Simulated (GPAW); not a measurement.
# AlN (F-43m) in GPAW: single point with PBE

Aim: the single point of AlN with PBE.

All numbers are computed with GPAW 26.7.0; they aren't measurements. Logs are shortened: lines on timing, memory, paths and dates and some standing lists are left out, and cuts for length are marked. The log counts tension as positive stress, the text compression.

## Step 1: Starting point

The structure is cubic, space group F-43m (No. 216). The conventional cell has a = 4.368 Å, b = 4.368 Å, c = 4.368 Å, α = 90.00°, β = 90.00°, γ = 90.00°. Al (site symmetry -43m) has 4 N at 1.89 Å as nearest neighbours. N (site symmetry -43m) has 4 Al at 1.89 Å as nearest neighbours.

Measurements of this composition are mostly on another form, of space group No. 186.

## Step 2: Single point, PBE

run.py reads:

```python
from ase import Atoms
from ase.dft.bandgap import bandgap
from ase.io import write
from ase.units import GPa
from gpaw import GPAW, PW

atoms = Atoms(['Al', 'N'],
              cell=[[0.0, 2.1839935596, 2.1839935596],
                    [2.1839935596, 0.0, 2.1839935596],
                    [2.1839935596, 2.1839935596, 0.0]],
              scaled_positions=[[0.0, 0.0, 0.0],
                                [0.25, 0.25, 0.25]],
              pbc=True)

calc = GPAW(mode=PW(550),
            xc='PBE',
            kpts={'size': (8, 8, 8), 'gamma': True},
            occupations={'name': 'fermi-dirac', 'width': 0.05},
            nbands=11,
            maxiter=120,
            txt='gpaw.txt')
atoms.calc = calc
energy = atoms.get_potential_energy()
forces = atoms.get_forces()
stress = atoms.get_stress()
calc.write('gs.gpw')
write('result.traj', atoms)
print(f'Energy: {energy:.6f} eV')
print('Forces (eV/A):')
print(forces.round(4))
print('Stress (GPa):', (stress / GPa).round(3))
print('Fermi level:', round(calc.get_fermi_level(), 4), 'eV')
print(f'Gap: {bandgap(calc)[0]:.4f} eV, direct: {bandgap(calc, direct=True)[0]:.4f} eV')
```

Potentials or basis: GPAW PAW data sets (gpaw-data 1.2.1), pw.

Launch:

```console
OMP_NUM_THREADS=1 python run.py
```

gpaw.txt:

```text
__  _  _
 | _ |_)|_||  |
 |__||  | ||/\| - 26.7.0

Input parameters:
  mode=PW(ecut=550.0),
  kpts=MonkhorstPack(size=(8, 8, 8), gamma=True),
  maxiter=120,
  nbands=11,
  occupations=Occupations(name='fermi-dirac', width=0.05),
  xc=XC(name='PBE')

Diagonalizing LCAO Hamiltonian
Converting LCAO to pw mode

           N
       Al

Atoms  # Å, Bohr magnetons
|   | symbol |        x |        y |        z |    initial magnetic moments |
|---|--------|----------|----------|----------|-----------------------------|
| 0 |     Al | 0.000000 | 0.000000 | 0.000000 | ( 0.0000,  0.0000,  0.0000) |
| 1 |      N | 1.091997 | 1.091997 | 1.091997 | ( 0.0000,  0.0000,  0.0000) |

Unit cell  # Å
| periodic |        x |        y |        z |  lengths |    angles |
|----------|----------|----------|----------|----------|-----------|
|      yes | 0.000000 | 2.183994 | 2.183994 | 3.088633 | 60.000000 |
|      yes | 2.183994 | 0.000000 | 2.183994 | 3.088633 | 60.000000 |
|      yes | 2.183994 | 2.183994 | 0.000000 | 3.088633 | 60.000000 |

Number of symmetries: 24
Symmetry operations  # r_c * U_cc + t_c -> r_c
|    | kind |            matrix            |
|----|------|------------------------------|
|  0 |  E   |  1, 0, 0,  0, 1, 0,  0, 0, 1 |
|  1 |  σ   |  1, 0, 0,  0, 0, 1,  0, 1, 0 |
|  2 |  σ   |  1, 0,-1,  0, 1,-1,  0, 0,-1 |
|  3 |  C3  |  1, 0,-1,  0, 0,-1,  0, 1,-1 |
|  4 |  C3  |  1,-1, 0,  0,-1, 1,  0,-1, 0 |
|  5 |  σ   |  1,-1, 0,  0,-1, 0,  0,-1, 1 |
|  6 |  σ   |  0, 1, 0,  1, 0, 0,  0, 0, 1 |
|  7 |  C3  |  0, 1, 0,  0, 0, 1,  1, 0, 0 |
|  8 |  C2  |  0, 1,-1,  1, 0,-1,  0, 0,-1 |
|  9 |  S4  |  0, 1,-1,  0, 0,-1,  1, 0,-1 |
| 10 |  C3  |  0, 0, 1,  1, 0, 0,  0, 1, 0 |
| 11 |  σ   |  0, 0, 1,  0, 1, 0,  1, 0, 0 |
| 12 |  S4  |  0, 0,-1,  1, 0,-1,  0, 1,-1 |
| 13 |  C3  |  0, 0,-1,  0, 1,-1,  1, 0,-1 |
| 14 |  S4  |  0,-1, 1,  1,-1, 0,  0,-1, 0 |
| 15 |  C2  |  0,-1, 1,  0,-1, 0,  1,-1, 0 |
| 16 |  C3  |  0,-1, 0,  1,-1, 0,  0,-1, 1 |
| 17 |  S4  |  0,-1, 0,  0,-1, 1,  1,-1, 0 |
| 18 |  S4  | -1, 1, 0, -1, 0, 1, -1, 0, 0 |
| 19 |  C3  | -1, 1, 0, -1, 0, 0, -1, 0, 1 |
| 20 |  C3  | -1, 0, 1, -1, 1, 0, -1, 0, 0 |
| 21 |  S4  | -1, 0, 1, -1, 0, 0, -1, 1, 0 |
| 22 |  σ   | -1, 0, 0, -1, 1, 0, -1, 0, 1 |
| 23 |  C2  | -1, 0, 0, -1, 0, 1, -1, 1, 0 |

BZ-sampling:
  Number of BZ points: 512
  Number of IBZ points: 29

  Monkhorst-Pack size: [8, 8, 8]
  Monkhorst-Pack shift: [0.0625, 0.0625, 0.0625]

K-points  # in reciprocal-cell coordinates
|     |                                coordinates |     weight |
|-----|--------------------------------------------|------------|
|   0 | (  0.00000000,   0.00000000,   0.00000000) | 0.00195312 |
|   1 | (  0.12500000,   0.12500000,   0.00000000) | 0.01171875 |
|   2 | (  0.12500000,   0.12500000,   0.12500000) | 0.01562500 |
|   3 | (  0.25000000,   0.12500000,   0.12500000) | 0.02343750 |
|   4 | (  0.25000000,   0.25000000,   0.00000000) | 0.01171875 |
|   5 | (  0.25000000,   0.25000000,   0.12500000) | 0.04687500 |
|   6 | (  0.25000000,   0.25000000,   0.25000000) | 0.01562500 |
|   7 | (  0.37500000,   0.25000000,  -0.37500000) | 0.04687500 |
|   8 | (  0.37500000,   0.25000000,   0.12500000) | 0.04687500 |
|   9 | (  0.37500000,   0.25000000,   0.25000000) | 0.04687500 |
| ... |                                            |            |
|  28 | (  0.50000000,   0.50000000,   0.50000000) | 0.00781250 |

Plane wave coefficients: 620
Cutoff: 550.0 eV

Spin-components: 1 (collinear spins)
Bands:           11
Projectors:      10
Spin-degeneracy: 2
Datatype:        complex128

Parallelization:
  kpt:    1
  domain: 1
  band:   1

Density:
  Valence electrons: 8.0
  Components: 1
  Grid points: [18 18 18]
  Charge: 0.0  # |e|

Potential:
  Grid points: [18 18 18]

species:
  Al:
    name:    Aluminium
    Z:       13.0
    valence: 3
    core:    10
    charge:  0.0  # [|e|]
    compensation charges:
      type: gauss
      rc: 0.34  # [Å]
      lmax: 2
    cutoffs:
      filter: 1.91  # [Å]
      core: 2.36  # [Å]
    projectors
    | kind |    occ | energy [eV] | rcut [Å] |
    |------|--------|-------------|----------|
    |   3s |  2.000 |      -7.753 |    1.085 |
    |   3p |  1.000 |      -2.712 |    1.085 |
    |    s |        |      19.459 |    1.085 |
    |    p |        |      24.499 |    1.085 |
    |    d |        |       0.000 |    1.085 |

    Using partial waves for Al as LCAO basis

  N:
    name:    Nitrogen
    Z:       7.0
    valence: 5
    core:    2
    charge:  0.0  # [|e|]
    compensation charges:
      type: gauss
      rc: 0.18  # [Å]
      lmax: 2
    cutoffs:
      filter: 1.11  # [Å]
      core: 0.96  # [Å]
    projectors
    | kind |    occ | energy [eV] | rcut [Å] |
    |------|--------|-------------|----------|
    |   2s |  2.000 |     -18.583 |    0.603 |
    |   2p |  3.000 |      -7.089 |    0.529 |
    |    s |        |       8.629 |    0.603 |
    |    p |        |      20.123 |    0.529 |
    |    d |        |       0.000 |    0.577 |

    Using partial waves for N as LCAO basis

Reference energy: -8085.144769  # eV

eigensolver:
  PPCG
  Converge bands: occupied
  niter=2

density mixing:
  MSR1-Mixer
  Pratt-step length: 0.05
  Maximum mixing coefficient: 0.75
  Old densities: 10
  SVD Regularization: 0.005
  Good broyden scale: 1.0
  Trust region scale: 1.0
  Backstep threshold: 4.0
  History deletion threshold: 6.0
  Fourier metric: weight=20.0, sigma=0.015

occupation numbers:
  Fermi-Dirac:
    width: 0.0500  # eV

poisson solver:
  ecut: 4400.0  # eV

xc functional:
  name: PBE with 2 nearest neighbor stencil

convergence criteria:
- Maximum [total energy] change in last 3 cyles: 0.0005 eV / valence electron
- Maximum integral of absolute [dens]ity change: 0.0001 electrons / valence electron
- Maximum integral of absolute [eigenst]ate change: 4e-08 eV^2 / valence electron
maximum number of iterations: 120

SCF iterations
|iter     | |      energy | eigst |  dens |
|---------|-|-------------|-------|-------|
|iter:   1| |  -16.400316 | -0.30 |       |
|iter:   2| |  -15.902849 | -2.27 | -0.56 |
|iter:   3| |  -14.465511 | -0.92 | -0.61 |
|iter:   4| |  -14.475729 | -3.07 | -1.25 |
|iter:   5| |  -14.481504 | -3.42 | -1.55 |
|iter:   6| |  -14.481561 | -5.45 | -2.76 |
|iter:   7| |  -14.481575c| -6.39 | -3.13 |
|iter:   8| |  -14.481575c| -8.64c| -4.42c|

Converged in 8 steps
Energy contributions relative to reference atoms: (reference = -8085.144769)

Energy contributions:
  Kinetic:          15.921305
  Coulomb:         -13.184650
  Zero:             -0.052577
  External:          0.000000
  Xc:              -17.165653
  Entropy:          -0.000000
  Spinorbit:         0.000000
  ----------------------------
  Free energy:     -14.481575
  Extrapolated:    -14.481575

dipole moment: (-8.599672, -8.599672, -8.599672)  # |e|*Ang

Fermi level: 6.985
Eigenvalues  # (at kpt = [0.000, 0.000, 0.000])
| band index |      eig [eV] | occ [0-2] |
|------------|---------------|-----------|
|          0 |        -9.039 |     2.000 |
|          1 |         6.001 |     2.000 |
|          2 |         6.001 |     2.000 |
|          3 |         6.001 |     2.000 |
|          4 |        10.151 |     0.000 |
|          5 |        18.549 |     0.000 |
|          6 |        18.549 |     0.000 |
|          7 |        18.549 |     0.000 |
|          8 |        23.676 |     0.000 |
|          9 |        23.692 |     0.000 |
|         10 |        25.118 |     0.000 |

Gap: 3.288 eV
Transition (v -> c):
  (s=0, k=0, n=3, [0.00, 0.00, 0.00]) -> (s=0, k=24, n=4, [0.50, 0.50, 0.00])
Direct/indirect transitions are different
Direct gap: 4.150 eV
Transition at: (s=0, k=0, n=3, [0.00, 0.00, 0.00])

Forces  # eV/Ang
|       x |        y |        z |
|---------|----------|----------|
| 0.00000 |  0.00000 |  0.00000 |  # Al   0
| 0.00000 | -0.00000 | -0.00000 |  # N    1

Stress tensor  # eV/Ang^3
|         x |        y |         z |
|-----------|----------|-----------|
|  0.031131 | 0.000000 | -0.000000 |
|  0.000000 | 0.031131 |  0.000000 |
| -0.000000 | 0.000000 |  0.031131 |

# Writing to gs.gpw (mode='')
```

It took 6.2 s on 1 thread of Arm Neoverse V1, shared host; peak memory 0.13 GiB.

These settings aren't checked as converged: the numbers below hold their error.

Results:

```yaml
Free_energy: -14.4816 eV
Pressure: -5.0 GPa
Band_gap_on_the_k_mesh: 3.29 eV, indirect (least direct gap 4.15 eV)
```

Caveat: the cutoff is short for stress and forces, so pressures can be off by a GPa or more.
